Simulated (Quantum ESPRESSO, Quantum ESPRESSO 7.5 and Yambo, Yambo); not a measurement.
# AlN (F-43m): G0W0 on several meshes in Yambo

How does the mesh move the gap of AlN (F-43m)?

Calculated with Quantum ESPRESSO 7.5 and Yambo 5.3.0; PBE and many-body steps on it, plane waves.

**1. Set-up**

The structure is cubic, space group F-43m (No. 216). Conventional cell: a = 4.368 Å, b = 4.368 Å, c = 4.368 Å, α = 90.00°, β = 90.00°, γ = 90.00°. Nearest to Al lie 4 N at 1.89 Å. N has 4 Al at 1.89 Å nearest. Farther neighbours and most contacts between anions are not listed.

The cell and positions are those that the Materials Project relaxed with its own functionals (PBE, PBE+U or r2SCAN), kept fixed. This is not the form that AlN usually takes at ambient conditions.

**2. Empty states on the mesh, 2×2×2 mesh, 66 bands**

This step: Quantum ESPRESSO 7.5; DFT, PBE, plane waves, norm-conserving pseudopotentials.

The sums over transitions need many empty states on a uniform mesh; this step solves for them.

Input file pw.in:

```
&control
  calculation = 'nscf'
  prefix = 'x'
  outdir = 'o'
  pseudo_dir = 'pseudo'
/
&system
  ibrav = 0
  nat = 2
  ntyp = 2
  ecutwfc = 72.0
  nbnd = 66
  force_symmorphic = .true.
/
&electrons
  conv_thr = 1e-9
  electron_maxstep = 80
  diago_full_acc = .true.
  diago_thr_init = 5e-6
/
ATOMIC_SPECIES
  Al 26.982 Al.upf
  N 14.007 N.upf
CELL_PARAMETERS angstrom
  -0.0000000000 2.1839935596 2.1839935596
  2.1839935596 -0.0000000000 2.1839935596
  2.1839935596 2.1839935596 -0.0000000000
ATOMIC_POSITIONS crystal
  Al 0.0000000000 0.0000000000 0.0000000000
  N 0.7500000000 0.7500000000 0.7500000000
K_POINTS automatic
  2 2 2 0 0 0
```

Launch:

```
OMP_NUM_THREADS=1 mpirun -n 4 pw.x -nk 4 -in pw.in > pw.out
```

The program printed:

```text
Program PWSCF v.7.5 starts

     This program is part of the open-source Quantum ESPRESSO suite
     for quantum simulation of materials; please cite
         "P. Giannozzi et al., J. Phys.:Condens. Matter 21 395502 (2009);
         "P. Giannozzi et al., J. Phys.:Condens. Matter 29 465901 (2017);
         "P. Giannozzi et al., J. Chem. Phys. 152 154105 (2020);
     in publications or presentations arising from this work. More details at

     Atomic positions and unit cell read from directory:
     o/x.save/

     Message from routine setup:
[...]
121.5819 121.5819

          k =-0.3536-0.3536 0.3536 (  1458 PWs)   bands (ev):

[...]
111.9353 113.1368

          k =-0.7071 0.0000 0.0000 (  1428 PWs)   bands (ev):

[...]
93.7091  99.0806  99.3618  99.7884 101.6164 102.7931 102.9931 102.9931
   104.5953 104.5953 105.3145 105.3633 106.2700 107.6618 107.6618 112.7847
   118.3240 118.3240

     highest occupied, lowest unoccupied level (ev):     6.9566   10.2814

     XML data file, pseudopotentials, collected wavefunctions

=------------------------------------------------------------------------------=
   JOB DONE.
=------------------------------------------------------------------------------=
```

The job ended after 1.3 s (4 MPI ranks of Arm Neoverse V1, shared host; peak memory 0.05 GiB).

Numbers from this step:

- gap: 3.325 eV
- k of the valence top: 0, 0, 0
- k of the conduction bottom: 0, -0.5, -0.5
- least direct gap: 4.192 eV
- k points computed: 3
- lowest point of the top converged band, above the valence top: 106.1802 eV

On this mesh the gap is 3.325 eV.

The density comes from a self-consistent run that is not shown.

**3. Conversion and set-up**

This step: Yambo 5.3.0; conversion and set-up on PBE, plane waves, norm-conserving pseudopotentials.

The states are converted to the many-body program's format and the q mesh is built.

Launch:

```
(cd o/x.save; p2y > p2y.log; mv SAVE ../..); yambo > setup.log
```

The program printed:

```text
 Yambo, version 5.3.0

 [02] CORE Variables Setup
 =========================

  [02.01] Unit cells
  ==================

  Cell kind             :  FCC
  Atoms in the cell     :  Al  N
  number of Al atoms    :  1
  number of N  atoms    :  1

  List of atomic masses
  Mass of Al    :  26.98200
  Mass of N     :  14.00700

  List of atomic coordinates    : [cc]
  Al1       :  0.000000  0.000000  0.000000  order 1
  N1       :  6.190725  6.190725  6.190725  order 2

  Alat factors          :  4.127150  4.127150  4.127150 [a.u.]
  Direct lattice volume :  140.5985 [a.u.]
[...]
occ @ K [3]
   2.000000  2.000000  2.000000  2.000000  0.000000  0.000000  0.000000  0.000000

 [03] Transferred momenta grid and indexing
 ==========================================

 IBZ Q-points                                      :  3
 BZ  Q-points                                      :   8

 K/Q-points units:
 rlu = crystal or reduced units; cc = cartesian coordinates; iku = interal k-units

 Q [1]          [rlu]:  0.000000  0.000000  0.000000
 Q [2]          [rlu]:  0.10596E-16  0.10596E-16 -0.50000
 Q [3]          [rlu]: -0.39890E-16 -0.50000     -0.50000

  [03.01] X indexes
  =================

   [03.01.01] Sigma indexes
   ========================

 [06] Game Over & Game summary
```

The job ended after 2 s (1 MPI rank; peak memory 0.23 GiB).

**4. 2×2×2**

G0W0 replaces the xc potential by the self-energy, built once from these orbitals. Only a window of levels is corrected, while the sums run over the empty bands that the input names.

This step: G0W0 on PBE, plane waves, norm-conserving pseudopotentials.

Input file gw13.in:

```
HF_and_locXC
gw0
dyson
ppa
em1d
rim_cut
RandQpts= 1000000
RandGvec= 1 RL
EXXRLvcs= 72 Ry
VXCRLvcs= 288 Ry
Chimod= "HARTREE"
% BndsRnXp
 1 | 66 |
%
NGsBlkXp= 15.5 Ry
% LongDrXp
 1 | 1 | 1 |
%
% GbndRnge
 1 | 66 |
%
DysSolver= "n"
ExtendOut
PPAPntXp= 27.21138 eV
% QPkrange
 1 | 1 | 3 | 6 |
 3 | 3 | 3 | 6 |
%
```

Launch:

```
OMP_NUM_THREADS=1 mpirun -n 4 yambo -F gw13.in -J gw13 -C gw13 > gw13.log
```

The program printed:

```text
 Yambo, version 5.3.0

 [02] CORE Variables Setup
 =========================

  [... cell, symmetries and grids as in the set-up ...]

  [02.05] Energies & Occupations
  ==============================

  [X] === General ===
  [X] Electronic Temperature                        :  0.000000  0.000000 [eV K]
  [X] Bosonic    Temperature                        :  0.000000  0.000000 [eV K]
  [X] Finite Temperature mode                       : no
  [X] El. density                                   :  0.38398E+24 [cm-3]
  [X] Fermi Level                                   :  6.956595 [eV]

  [X] === Gaps and Widths ===
  [X] Conduction Band Min                           :  3.324803 [eV]
  [X] Valence Band Max                              :  0.000000 [eV]
  [X] Filled Bands                                  :   4
  [X] Empty Bands                                   :    5   66
  [X] Direct Gap                                    :  4.192069 [eV]
  [X] Direct Gap localized at k                     :  1
  [X] Indirect Gap                                  :  3.324803 [eV]
  [X] Indirect Gap between kpts                     :  1  3
  [X] Last valence band width                       :  1.775449 [eV]
  [X] 1st conduction band width                     :  4.067531 [eV]

 [03] Transferred momenta grid and indexing
 ==========================================

 IBZ Q-points                                      :  3
 BZ  Q-points                                      :   8

 K/Q-points units:
 rlu = crystal or reduced units; cc = cartesian coordinates; iku = interal k-units

 Q [1]          [rlu]:  0.000000  0.000000  0.000000
 Q [2]          [rlu]:  0.10596E-16  0.10596E-16 -0.50000
 Q [3]          [rlu]: -0.39890E-16 -0.50000     -0.50000

 [04] Coloumb potential Random Integration (RIM)
 ===============================================

  [04.01] RIM initialization
  ==========================

  * Diagonal components only detected *

  8 x (sBL volume)        :  1.764245 [a.u.]
  sBZ random points       :  1000000
  Points outside the sBZ  :   7996195
  RL volume               :  1.764245 [a.u.]
  Integrated volume       :  1.765085 [a.u.]

  [04.02] RIM integrals
  =====================

  Gamma point sphere radius             :  0.219181 [a.u.]
  Points outside the sphere             :   799659
  [Int_sBZ(q=0) 1/q^2]*(Vol_sBZ)^(-1/3) =:  7.764404
                                 should be <:  7.795600

  Summary of Coulomb integrals for non-metallic bands |Q|[au] RIM/Bare

  Q [1] 0.100000E-4 0.995998 * Q [2] 0.659220 1.064860
  Q [3] 0.761202 1.063764

 [05] Dipoles
 ============

  [05.01] Setup: observables and procedures
  =========================================

 [06] Dynamic Dielectric Matrix (PPA)
 ====================================

 [WR./gw13//ndb.pp]--------------------------------------------------------------
  Brillouin Zone Q/K grids (IBZ/BZ)                :   3   8   3   8
  RL vectors                                       :  1837 [WF]
  Coulomb cutoff potential                         : none
  Electronic Temperature                           :  0.000000 [K]
  Bosonic    Temperature                           :  0.000000 [K]
  PPA    diel. fun.  energies                      : Perdew, Burke & Ernzerhof(X)+Perdew, Burke & Ernzerhof(C)
  wavefunctions                                    : Perdew, Burke & Ernzerhof(X)+Perdew, Burke & Ernzerhof(C)
  Global Gauge                                     : length
  X matrix size                                    :  181
  X band range                                     :    1   66
  X e/h energy range                               : -1.000000 -1.000000 [eV]
  X Time ordering                                  : R
  X Hxc Kernel                                     : HARTREE
  X Drude frequency                                :  0.000000  0.000000
  X poles                                          :  100.0000 [o/o]
  RL vectors in the sum                            :  1837
  [r,Vnl] included                                 : yes
  Field direction                                  :  0.577350E-5  0.577350E-5  0.577350E-5
  BZ energy Double Grid                            : no
  BZ energy DbGd points                            : 0
  BZ Q point size factor                           : -1.000000
  X Optical Averaged directions                    : none

 [07] Local Exchange-Correlation + Non-Local Fock
 ================================================

 [VXC] Plane waves :  11575
 [EXS] Plane waves :  1471

 QP @ state[ 1 ] K range:  1  1
 QP @ state[ 1 ] b range:   3   6
 QP @ state[ 2 ] K range:  3  3
 QP @ state[ 2 ] b range:   3   6

 [xc] Functional : Perdew, Burke & Ernzerhof(X)+Perdew, Burke & Ernzerhof(C)
 [xc] LIBXC used to calculate xc functional
  PP Number of Atomic Species                      :  2
  NLCC RL compoments                               :  11575
  PP Number of Atomic Species                      :  2
  NLCC RL compoments                               :  11575

 [xc] E_xc :  -3.541914 [Ha]
      E_xc :  -7.083828 [Ry]

  Local XC kind (lXC) : Perdew, Burke & Ernzerhof(X)+Perdew, Burke & Ernzerhof(C)
  Non-Local XC kind (nlXC) : Hartree-Fock

  Corrections @ K [1] :  [eV]
 <3|nlXC|3> = -21.39269  0.20600E-16 <3|lXC|3> = -17.13052  0.37763E-15
 <4|nlXC|4> = -21.39269 -0.56673E-18 <4|lXC|4> = -17.13052 -0.18882E-15
 <5|nlXC|5> = -6.901389  0.32544E-17 <5|lXC|5> = -12.27996  0.18882E-15
 <6|nlXC|6> = -3.699487  0.80497E-17 <6|lXC|6> = -9.649501  0.51536E-21

  Corrections @ K [3] :  [eV]
 <3|nlXC|3> = -20.15662  0.30420E-18 <3|lXC|3> = -15.51881  0.14161E-15
 <4|nlXC|4> = -20.15662  0.10172E-17 <4|lXC|4> = -15.51881  0.11801E-15
 <5|nlXC|5> = -3.895263 -0.19219E-17 <5|lXC|5> = -8.761810  0.60112E-16
 <6|nlXC|6> = -3.759605 -0.26227E-17 <6|lXC|6> = -9.186377  0.23602E-16

  [07.01] Hartree-Fock occupations report
  =======================================

  [Hartree-Fock] === General ===
  [Hartree-Fock] Electronic Temperature             :  0.000000  0.000000 [eV K]
  [Hartree-Fock] Bosonic    Temperature             :  0.000000  0.000000 [eV K]
  [Hartree-Fock] Finite Temperature mode            : no
  [Hartree-Fock] El. density                        :  0.38398E+24 [cm-3]
  [Hartree-Fock] Fermi Level                        :  6.956595 [eV]

  [Hartree-Fock] === Gaps and Widths ===
  [Hartree-Fock] Conduction Band Min                :  7.392334 [eV]
  [Hartree-Fock] Valence Band Max                   : -0.480120 [eV]
  [Hartree-Fock] Filled Bands                       :   4
  [Hartree-Fock] Empty Bands                        :    5   66
  [Hartree-Fock] Direct Gap                         :  7.872454 [eV]
  [Hartree-Fock] Direct Gap localized at k          :  2
  [Hartree-Fock] Indirect Gap                       :  7.872454 [eV]
  [Hartree-Fock] Indirect Gap between kpts          :  2  2
  [Hartree-Fock] Last valence band width            :  5.933144 [eV]
  [Hartree-Fock] 1st conduction band width          :  2.178303 [eV]

 [08] Dyson equation: Newton solver
 ==================================

  [08.01] G0W0 (W PPA)
  ====================

  [  GW  ] Bands range     :    1   66
  [GW/PPA] G damping       :  0.100000 [eV]

  QP @ state[ 1 ] K range:  1  1
  QP @ state[ 1 ] b range:   3   6
  QP @ state[ 2 ] K range:  3  3
  QP @ state[ 2 ] b range:   3   6

   Sc/G bands                                       :    1   66
   Sc/G damping                                     :  0.100000 ev
   Sc bands terminator                              : no
   Sx RL components                                 :  1471

   QP @ state[ 1 ] K range                          :  1  1
   QP @ state[ 1 ] b range                          :   3   6
   QP @ state[ 2 ] K range                          :  3  3
   QP @ state[ 2 ] b range                          :   3   6
   GF energies kind                                 : Perdew, Burke & Ernzerhof(X)+Perdew, Burke & Ernzerhof(C)
   GF WF`s kind                                     : Perdew, Burke & Ernzerhof(X)+Perdew, Burke & Ernzerhof(C)
   Xs energies kind                                 : Perdew, Burke & Ernzerhof(X)+Perdew, Burke & Ernzerhof(C)
   Xs WF`s kind                                     : Perdew, Burke & Ernzerhof(X)+Perdew, Burke & Ernzerhof(C)

 [11] Game Over & Game summary
```

Wall time 4.1 s (4 MPI ranks); peak memory 1 GiB; 12 s of CPU time.

This step gave:

```yaml
g0w0_gap_on_the_points_computed: 4.044 eV
starting_gap_on_the_mesh: 3.325 eV
k_of_the_valence_top: 0, 0, 0
k_of_the_conduction_bottom: 0, -0.5, -0.5
least_direct_g0w0_gap_on_the_computed_points: 5.286 eV
z_at_the_valence_top: 0.7941
z_at_the_conduction_bottom: 0.8343
```

The gap on the mesh goes from 3.32 eV to 4.04 eV, a correction of +0.72 eV.

**5. Empty states on the mesh, 6×6×6 mesh, 66 bands**

This step: Quantum ESPRESSO 7.5; DFT, PBE, plane waves, norm-conserving pseudopotentials.

Changes to pw.in since step 2:

```diff
@@ -31,2 +31,2 @@
 K_POINTS automatic
-  2 2 2 0 0 0
+  6 6 6 0 0 0
```

Launch:

```
OMP_NUM_THREADS=1 mpirun -n 4 pw.x -nk 4 -in pw.in > pw.out
```

The program printed:

```text
[banner, memory and clock lines left out]
Program PWSCF v.7.5 starts

     Atomic positions and unit cell read from directory:
     o/x.save/

     Message from routine setup:
     using ibrav=0 with symmetry is DISCOURAGED, use correct ibrav instead

     G-vector sticks info

     bravais-lattice index     =            0
     lattice parameter (alat)  =       5.8367  a.u.
     unit-cell volume          =     140.5985 (a.u.)^3
     number of atoms/cell      =            2
     number of atomic types    =            2
     number of electrons       =         8.00
[...]
121.5819 121.5819

          k = 0.1179 0.1179-0.1179 (  1432 PWs)   bands (ev):

[...]
117.0253 119.2966

          k = 0.2357 0.2357-0.2357 (  1441 PWs)   bands (ev):

[...]
95.6005  95.6005  96.7681  99.0579  99.0579  99.2899 100.2039 102.3714
   102.3714 102.7536 106.0757 106.0757 106.8229 107.9432 107.9432 111.6193
   111.6193 116.0757

          k =-0.3536-0.3536 0.3536 (  1458 PWs)   bands (ev):

     [... further k-points ...]

     highest occupied, lowest unoccupied level (ev):     6.9566   10.2814

     XML data file, pseudopotentials, collected wavefunctions
```

Run time: 2.8 s. Hardware: 4 MPI ranks; peak memory 0.2 GiB.

Numbers from this step:

```
gap                                                           : 3.325 eV
k of the valence top                                          : 0, 0, 0
k of the conduction bottom                                    : 0, -0.5, -0.5
least direct gap                                              : 4.192 eV
k points computed                                             : 16
lowest point of the top converged band, above the valence top : 106.1802 eV
```

On this mesh the gap is 3.325 eV.

**6. Conversion and set-up**

This step: Yambo 5.3.0; conversion and set-up on PBE, plane waves, norm-conserving pseudopotentials.

Launch:

```
(cd o/x.save; p2y > p2y.log; mv SAVE ../..); yambo > setup.log
```

The program printed:

```text
 Yambo, version 5.3.0

 [02] CORE Variables Setup
 =========================

  [02.01] Unit cells
  ==================

  Cell kind             :  FCC
  Atoms in the cell     :  Al  N
  number of Al atoms    :  1
  number of N  atoms    :  1

  List of atomic masses
  Mass of Al    :  26.98200
  Mass of N     :  14.00700

  List of atomic coordinates    : [cc]
  Al1       :  0.000000  0.000000  0.000000  order 1
  N1       :  6.190725  6.190725  6.190725  order 2

  Alat factors          :  4.127150  4.127150  4.127150 [a.u.]
  Direct lattice volume :  140.5985 [a.u.]
[...]
Q [ 1]         [rlu]:  0.000000  0.000000  0.000000
 Q [ 2]         [rlu]:  0.37242E-17  0.37242E-17  0.16667
 Q [ 3]         [rlu]:  0.74483E-17  0.74483E-17  0.33333
[...]
Q [ 8]         [rlu]:  0.10596E-16  0.16667     -0.33333
 Q [ 9]         [rlu]: -0.74483E-17  0.16667     -0.16667
 Q [10]         [rlu]:  0.22848E-17  0.33333      0.33333
     [... 4 further rows ...]
 Q [15]         [rlu]:  0.166667  0.333333 -0.333333
 Q [16]         [rlu]:  0.166667 -0.500000 -0.333333

  [03.01] X indexes
  =================

   [03.01.01] Sigma indexes
   ========================

 [06] Game Over & Game summary
```

Wall time 2.2 s (1 MPI rank); peak memory 0.23 GiB.

(Continued in part 2 of 2.)

[Paths, hosts, dates, memory and timing lines, banners, echoed tables and standing remarks are left out of the program output.]

[Logs are printed without paths, hosts, clocks, repeated set-up lines and the standing remarks that a program may print on its own settings, such as how far it seeks lower states.]

[Runs of the session that timed out or met a known fault of the program may be left out.]

[Hosts, paths, dates, database ids (printed as entryN), source tags and the programs' standing remarks are cut or masked in the printed files.]
